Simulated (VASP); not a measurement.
# Al2O3 (P-6m2) in VASP: a series of runs, part 2 of 2

VASP 6.6.1.

## Step 6: Single point, PBE

The input, INCAR:

```
  ADDGRID = False
  ALGO = Normal
  EDIFF = 0.01
  ENCUT = 400
  GGA = PE
  ISIF = 2
  ISMEAR = 0
  LASPH = True
  LCHARG = False
  LREAL = False
  LWAVE = False
  NELM = 100
  PREC = Accurate
  SIGMA = 0.05
```

The input, KPOINTS:

```
k-points
0
Gamma
  8 8 2
```

The input, POSCAR:

```
Al2O3
1.0
    2.8843249483      0.0000000000      0.0000000000
   -1.4421624742      2.4978986780      0.0000000000
    0.0000000000      0.0000000000      9.3367544600
Al O
2 3
Direct
    0.0000000000      0.0000000000      0.8500076700
    0.0000000000      0.0000000000      0.1499923300
    0.3333333333      0.6666666667      0.7776830800
    0.6666666667      0.3333333333      0.0000000000
    0.3333333333      0.6666666667      0.2223169200
```

Potentials or basis: VASP PAW PBE potentials, release 64 (Al, O_s).

On the command line:

```sh
$ cat potpaw_PBE.64/Al/POTCAR potpaw_PBE.64/O_s/POTCAR > POTCAR
$ mpirun -np 1 vasp_std > vasp.out
```

OUTCAR:

```text
EDIFF = 0.01
   ENCUT = 400
   GGA = PE
   ISIF = 2
   ISMEAR = 0
   LASPH = True
   LREAL = False
   NELM = 100
   PREC = Accurate

 Found     20 irreducible k-points:

 Following reciprocal coordinates:
            Coordinates               Weight
  0.000000  0.000000  0.000000      1.000000
  0.125000 -0.000000  0.000000      6.000000
  0.250000 -0.000000  0.000000      6.000000
  0.375000  0.000000  0.000000      6.000000
  0.500000 -0.000000  0.000000      3.000000
  0.125000  0.125000  0.000000      6.000000
   k-points           NKPTS =     20   k-points in BZ     NKDIM =     20   number of bands    NBANDS=     16
   number of dos      NEDOS =    301   number of ions     NIONS =      5
   total plane-waves  NPLWV =  25600
   dimension x,y,z NGX =    20 NGY =   20 NGZ =   64
   dimension x,y,z NGXF=    40 NGYF=   40 NGZF=  128
   ions per type =               2   3
   NGX,Y,Z   is equivalent  to a cutoff of  11.53, 11.53, 11.40 a.u.
   NGXF,Y,Z  is equivalent  to a cutoff of  23.06, 23.06, 22.79 a.u.
 SYSTEM =  unknown system
   PREC   = accura    normal or accurate (medium, high low for compatibility)
   ISTART =      0    job   : 0-new  1-cont  2-samecut
   ICHARG =      2    charge: 1-file 2-atom 10-const
   ISPIN  =      1    spin polarized calculation?
   LNONCOLLINEAR =      F non collinear calculations
   LSORBIT =      F    spin-orbit coupling
   LASPH  =      T    aspherical Exc in radial PAW
   ENCUT  =  400.0 eV  29.40 Ry    5.42 a.u.   4.70  4.70 15.23*2*pi/ulx,y,z
   NELM   =    100;   NELMIN=  2; NELMDL= -5     # of ELM steps
   EDIFF  = 0.1E-01   stopping-criterion for ELM
   LREAL  =      F    real-space projection
   EDIFFG = 0.1E+00   stopping-criterion for IOM
   NSW    =      0    number of steps for IOM
   IBRION =     -1    ionic relax: 0-MD 1-quasi-New 2-CG
   NFREE  =      0    steps in history (QN), initial steepest desc. (CG)
   ISIF   =      2    stress and relaxation
   ISYM   =      2    0-nonsym 1-usesym 2-fastsym
   POTIM  = 0.5000    time-step for ionic-motion
   TEBEG  =    0.0;   TEEND  =   0.0 temperature during run
   PSTRESS=    0.0 pullay stress
   NELECT =      24.0000    total number of electrons
   NUPDOWN=      -1.0000    fix difference up-down
   EMIN   =  10.00;   EMAX   =-10.00  energy-range for DOS
   EFERMI =   0.00;   METHOD = LEGACY
   ISMEAR =     0;   SIGMA  =   0.05  broadening in eV -4-tet -1-fermi 0-gaus
   EFERMI_NEDOS =   21; number of points for ismear=-14 and -15
   IALGO  =     38    algorithm
   IMIX   =      4    mixing-type and parameters
     AMIX     =   0.40;   BMIX     =  1.00
     AMIX_MAG =   1.60;   BMIX_MAG =  1.00
  volume/ion in A,a.u.               =      13.45        90.79
  Fermi-wavevector in a.u.,A,eV,Ry     =   1.161111  2.194181 18.343074  1.348178
  Thomas-Fermi vector in A             =   2.297686
   LORBIT       =      0    0 simple, 1 ext, 2 COOP (PROOUT), +10 PAW based schemes
   GGA     = PE    functional components
   LHFCALC =     F    Hartree Fock is set to
   AEXX    =    0.0000 exact exchange contribution
   IVDW    =     0    specifies the selected vdW correction
   LEPSILON=     F    determine dielectric tensor
   LRPA    =     F    only Hartree local field effects (RPA)
 non-spin polarized calculation
 Gauss-broadening in eV      SIGMA  =   0.05
  energy-cutoff  :      400.00
  volume of cell :       67.27
 maximum number of plane-waves:      1243
 NGX is ok and might be reduce to    20
   NGX =  9   NGY =  9   NGZ = 31

 number of electron      24.0000003 magnetization

 Free energy of the ion-electron system (eV)
  ---------------------------------------------------
  ext. energy  EPLUGINS =         0.00000000
  ---------------------------------------------------
  free energy    TOTEN  =       -36.38741524 eV

  energy without entropy =      -36.38741524  energy(sigma->0) =      -36.38741524

 E-fermi :   0.8080     XC(G=0):  -8.8317

 val. band max:        0.5155539677   @ k =   0.1250   0.1250   0.0000
 cond. band min:       5.3414454281   @ k =   0.0000   0.0000   0.0000
 fundamental gap:      4.8258914604
 Fermi energy:         0.8079850739

 k-point     1 :       0.0000    0.0000    0.0000
  band No.  band energies     occupation
      1     -18.2814      2.00000
      2     -17.2836      2.00000
      3     -16.0493      2.00000
      4      -4.4731      2.00000
      5      -1.5392      2.00000
      6      -1.0046      2.00000
[... 8 lines left out ...]
     15       8.3637      0.00000
     16      10.0965      0.00000
[... 77 lines left out ...]
 k-point     6 :       0.1250    0.1250    0.0000
  band No.  band energies     occupation
      1     -17.7421      2.00000
      2     -16.8942      2.00000
      3     -15.8829      2.00000
      4      -4.3289      2.00000
      5      -2.9154      2.00000
      6      -2.4897      2.00000
[... 8 lines left out ...]
     15       9.6730      0.00000
     16      11.1207      0.00000

 [... further k-points ...]
[... 5 lines left out ...]
  --------------------------------------------------------------------------------------
  -------------------------------------------------------------------------------------
  Total       -0.9162475     -0.9162475      0.9965275      0.0000000      0.0000000      0.0000000
  in kB      -21.8226969    -21.8226969     23.7347641      0.0000000      0.0000000      0.0000000
  external PRESSURE =      -6.6368766 kB  Pullay stress =       0.0000000 kB

 VOLUME and BASIS-vectors are now :
 -----------------------------------------------------------------------------
  energy-cutoff  :      400.00
  volume of cell :       67.27
      direct lattice vectors                 reciprocal lattice vectors
     2.884324948  0.000000000  0.000000000     0.346701574  0.200168247  0.000000000
    -1.442162474  2.497898678  0.000000000     0.000000000  0.400336494  0.000000000
     0.000000000  0.000000000  9.336754460     0.000000000  0.000000000  0.107103598

 POSITION                                       TOTAL-FORCE (eV/Angst)
 -----------------------------------------------------------------------------------
      0.00000      0.00000      7.93631         0.000000     -0.000000     -0.316746
      0.00000      0.00000      1.40044         0.000000     -0.000000      0.316746
     -0.00000      1.66527      7.26104        -0.000000      0.000000      0.312015
      1.44216      0.83263      0.00000         0.000000      0.000000      0.000000
     -0.00000      1.66527      2.07572        -0.000000      0.000000     -0.312015
 -----------------------------------------------------------------------------------
    total drift:                                0.000007     -0.000004     -0.000000

  FREE ENERGIE OF THE ION-ELECTRON SYSTEM (eV)
  ---------------------------------------------------
  free  energy   TOTEN  =       -36.3874152362 eV

  energy  without entropy=      -36.3874152362  energy(sigma->0) =      -36.38741524
```

OSZICAR:

```text
N       E                     dE             d eps       ncg     rms          rms(c)
DAV:   1     0.120573117739E+03    0.12057E+03   -0.11014E+04   640   0.112E+03
DAV:   2    -0.358390181491E+02   -0.15641E+03   -0.15229E+03   696   0.340E+02
DAV:   3    -0.408659255572E+02   -0.50269E+01   -0.50187E+01   912   0.653E+01
DAV:   4    -0.409221771989E+02   -0.56252E-01   -0.56248E-01   808   0.644E+00
DAV:   5    -0.409233384442E+02   -0.11612E-02   -0.11612E-02   808   0.924E-01    0.201E+01
DAV:   6    -0.363452328365E+02    0.45781E+01   -0.21072E+01   816   0.457E+01    0.341E+01
DAV:   7    -0.363873985800E+02   -0.42166E-01   -0.42662E-01   720   0.551E+00    0.344E+01
DAV:   8    -0.363874152362E+02   -0.16656E-04   -0.36445E-03   640   0.642E-01
   1 F= -.36387415E+02 E0= -.36387415E+02  d E =-.189818E-17
```

Wall time 5.7 s (1 thread of AMD EPYC 9R45 (Zen 5), shared host); peak memory 0.13 GiB.

These settings aren't checked as converged: the numbers below hold their error.

Results:

```yaml
Free_energy: -36.3874 eV
Pressure: -0.7 GPa
Largest_force: 0.317 eV/Å
Band_gap_on_the_k_mesh: 4.83 eV, indirect (least direct gap 5.05 eV)
```

## Step 7: For comparison

An earlier run on the cell as given: functional PBE; potentials or basis VASP PAW PBE potentials, release 64 (Al, O); cutoff 520 eV; k mesh 11 × 11 × 3; occupations fermi-dirac, width 0.05 eV; no spin polarisation.

- Pressure: 0.1 GPa
- Largest force: 0.012 eV/Å
- Band gap on the k mesh: 4.77 eV, indirect (least direct gap 5.01 eV)
